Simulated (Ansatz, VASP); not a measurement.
**GaSb3: VASP beside Ansatz**

Contents of INCAR:

```
SYSTEM = GaSb3
ALGO = Normal ; EDIFF = 1E-6
ENCUT = 520 ; ISIF = 2
ISMEAR = 0 ; LASPH = .True.
LCHARG = .False. ; LREAL = .False.
LWAVE = .False. ; NBANDS = 22
NELM = 80 ; PREC = Accurate
SIGMA = 0.15
```

KPOINTS

```
k-points
0
Gamma
  10 10 10
  0 0 0
```

The input POSCAR:

```
GaSb3
1.0
    0.0000000000      3.6544474914      3.5579700776
    3.6544474914      0.0000000000      3.5579700776
    3.6544474914      3.6544474914      0.0000000000
Ga Sb
1 3
Direct
    0.0000000000      0.0000000000      0.0000000000
    0.2500000000      0.2500000000      0.2500000000
    0.7500000000      0.7500000000      0.7500000000
    0.5000000000      0.5000000000      0.5000000000
```

Input for Ansatz:

```yaml
crystal:
  lattice:
    - [0.0, 3.6544474914, 3.5579700776]
    - [3.6544474914, 0.0, 3.5579700776]
    - [3.6544474914, 3.6544474914, 0.0]
  atoms:
    - { symbol: Ga, position: [0.0, 0.0, 0.0] }
    - { symbol: Sb, position: [0.25, 0.25, 0.25] }
    - { symbol: Sb, position: [0.75, 0.75, 0.75] }
    - { symbol: Sb, position: [0.5, 0.5, 0.5] }
basis:
  ecutwfc: 420
kpoints:
  mp_grid: { grid: [10, 10, 10] }
hamiltonian:
  xc: lda
  pseudopotentials: { kind: paw, azcp: { folder: soft_1 } }
scf:
  occupations: { method: gaussian, width: 0.15 }
output:
  forces: true
  stress: true
  eigenvalues: true
```

Alike in both runs: task single point; functional LDA; k mesh 10 × 10 × 10; occupations gaussian, width 0.15 eV; no spin polarisation.

```csv
,VASP,Ansatz
version,VASP 6.6.1,Ansatz 0.2.0
potentials or method,"VASP PAW LDA potentials, release 64 (Ga_d, Sb)","scalar-relativistic, plane waves, PAW"
plane-wave cutoff (eV),520,420
valence electrons in the cell,28,58
```

|  | VASP | Ansatz | Ansatz less VASP |
| --- | --- | --- | --- |
| gap on the k mesh at the Fermi level (eV) | none | none | - |
| pressure (GPa) | 0.2 | 0.1 | -0.12 |
| largest component of the traceless stress (GPa) | 0.66 | 0.64 | -0.020 |

A gap of «none» marks a metal or a gap that the smearing closes. The two sets of potentials don't hold the same shells in valence. Ansatz warned: «pseudo_functional_mismatch».

Spin-orbit coupling is left out, which matters for the levels of Sb.
